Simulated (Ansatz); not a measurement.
# InP: how the settings move a single-point run

Aim: see which settings change the result for InP, by how much, and at what cost. The cell is built on a prototype (CsCl type) and needn't be the phase found in nature.

Computed with Ansatz 0.2.0 (reference: DFT, PBEsol, plane waves, PAW, unless a step's input says otherwise).

8 further runs of the same task are left out: 6 for a known fault of the program, 2 that didn't finish.

### Step 1. The system as given

The structure is cubic, space group Pm-3m (No. 221). The conventional cell has a = 3.413 Å, b = 3.413 Å, c = 3.413 Å, α = 90.00°, β = 90.00°, γ = 90.00°. In (site symmetry m-3m) is surrounded by 8 P at 2.96 Å. P (site symmetry m-3m) is surrounded by 8 In at 2.96 Å.

Coordinates:

```cif
data_structure
_symmetry_space_group_name_H-M 'Pm-3m'
_symmetry_Int_Tables_number 221
_cell_length_a 3.4134
_cell_length_b 3.4134
_cell_length_c 3.4134
_cell_angle_alpha 90.000
_cell_angle_beta 90.000
_cell_angle_gamma 90.000
_cell_volume 39.77
loop_
_atom_site_label
_atom_site_type_symbol
_atom_site_symmetry_multiplicity
_atom_site_Wyckoff_symbol
_atom_site_fract_x
_atom_site_fract_y
_atom_site_fract_z
_atom_site_occupancy
In1 In 1 a 0.00000 0.00000 0.00000 1
P1 P 1 b 0.50000 0.50000 0.50000 1
```

### Step 2. Reference

File input.yaml:

```yaml
crystal:
  lattice:
    - [3.413399131, 0.0, 0.0]
    - [0.0, 3.413399131, 0.0]
    - [0.0, 0.0, 3.413399131]
  atoms:
    - { symbol: In, position: [0.0, 0.0, 0.0] }
    - { symbol: P, position: [0.5, 0.5, 0.5] }
kpoints:
  mp_grid: { grid: [6, 6, 6] }
hamiltonian:
  xc: pbesol
scf:
  occupations: { method: fermi_dirac, width: 0.02 }
  n_extra_bands: 4
output:
  forces: true
  stress: true
  eigenvalues: true
```

Command:

```bash
> ansatz run input.yaml --threads 4 --pin off --max-ram 3686MiB --backend cpu --events-out ev --progress --plain --runs-dir out
```

### Step 3. Variant: mixing.ndim 30

input.yaml, as its differences from that of step 2:

```diff
@@ -15,2 +15,4 @@
   n_extra_bands: 4
+  mixing: { ndim: 30 }
+  max_iter: 56
 output:
```

### Step 4. Changing settings: occupations.method cold, occupations.width 0.2

input.yaml, as its differences from that of step 2:

```diff
@@ -13,3 +13,3 @@
 scf:
-  occupations: { method: fermi_dirac, width: 0.02 }
+  occupations: { method: cold, width: 0.2 }
   n_extra_bands: 4
```

### Step 5. Changing settings: occupations.method methfessel_paxton, occupations.width 0.001

input.yaml, as its differences from that of step 2:

```diff
@@ -13,3 +13,3 @@
 scf:
-  occupations: { method: fermi_dirac, width: 0.02 }
+  occupations: { method: methfessel_paxton, width: 0.001 }
   n_extra_bands: 4
```

### Step 6. Changed: xc mr2scan

input.yaml, as its differences from that of step 2:

```diff
@@ -11,3 +11,3 @@
 hamiltonian:
-  xc: pbesol
+  xc: mr2scan
 scf:
```

Before running it: what results should come out? Wanted: for each run, ending; energy change; pressure; gap; force.

The runs gave:

```csv
run,ending,energy change,pressure (GPa),gap (eV),force (eV/Å),cycles,time
reference,converged,0,-2.2,0.00,0.00,6,2.9 s
1: mixing.ndim 30,converged,0.0 meV/atom,-2.2,0.00,0.00,6,2.1 s
"2: occupations.method cold, occupations.width 0.2",converged,-1.5 meV/atom (σ→0),-2.3,0.00,0.00,6,3.1 s
"3: occupations.method methfessel_paxton, occupations.width 0.001",converged,+0.7 meV/atom (σ→0),-2.2,0.00,0.00,13,3.3 s
4: xc mr2scan,converged,not comparable,0.0,0.00,0.00,6,4.1 s
```

Residual by cycle in the longest SCF loop of each run; runs are numbered as in the table. The quantity is the density residual dr2, in eV.

```csv
cycle,reference,run 1,run 2,run 3,run 4
1,0.0121,0.0121,0.00894,0.0124,0.0153
2,0.00116,0.00116,6.8e-4,0.00346,0.00244
3,4.9e-5,4.9e-5,6.0e-5,0.00159,2.8e-4
4,4.4e-6,4.4e-6,1.3e-5,6.4e-4,1.8e-5
5,3.8e-7,3.8e-7,5.5e-7,5.2e-4,3.3e-7
6,2.1e-10,2.1e-10,6.3e-9,2.6e-4,7.1e-8
8,-,-,-,0.00133,-
9,-,-,-,0.00129,-
10,-,-,-,3.7e-4,-
11,-,-,-,8.4e-5,-
12,-,-,-,1.4e-5,-
13,-,-,-,5.8e-10,-
```

**Reading.** The pressure spans -2.3 to 0.0 GPa over the reference and the converged variants. Semilocal functionals close small gaps, so the missing gap need not be the real solid's.
